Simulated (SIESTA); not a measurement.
Crystal: C.

```xyz
2
Lattice="0.0000 1.7834 1.7834 1.7834 0.0000 1.7834 1.7834 1.7834 0.0000" Properties=species:S:1:pos:R:3 pbc="T T T"
C     2.6751    2.6751    2.6751
C     1.7834    1.7834    1.7834
```

This isn't the form of C at room conditions, which is graphite.

Base run:

- Program: SIESTA 5.4.2
- Functional: PBE
- Potentials or basis: SG15 1.2 (PBE files) or PseudoDojo by element
- Basis: DZP (energy shift 0.003 Ry)
- Grid cutoff: 500 Ry
- Energy shift: 0.003 Ry
- k mesh: 13 × 13 × 13
- Occupations: fermi-dirac, width 0.05 eV
- Spin: no spin polarisation

Its results: band gap on the k mesh 4.27 eV, indirect (least direct gap 5.66 eV); pressure 7.8 GPa.

Problem. The run is repeated on the same cell with these changes: potentials or basis from SG15 1.2 (PBE files) or PseudoDojo by element to PseudoDojo 0.4 standard (PBE files). What comes out?

Solution. Band gap on the k mesh 4.29 eV, indirect (least direct gap 5.69 eV); pressure 10.3 GPa.

Caveats: the basis of atomic orbitals isn't converged, which shifts pressures, moduli and gaps.
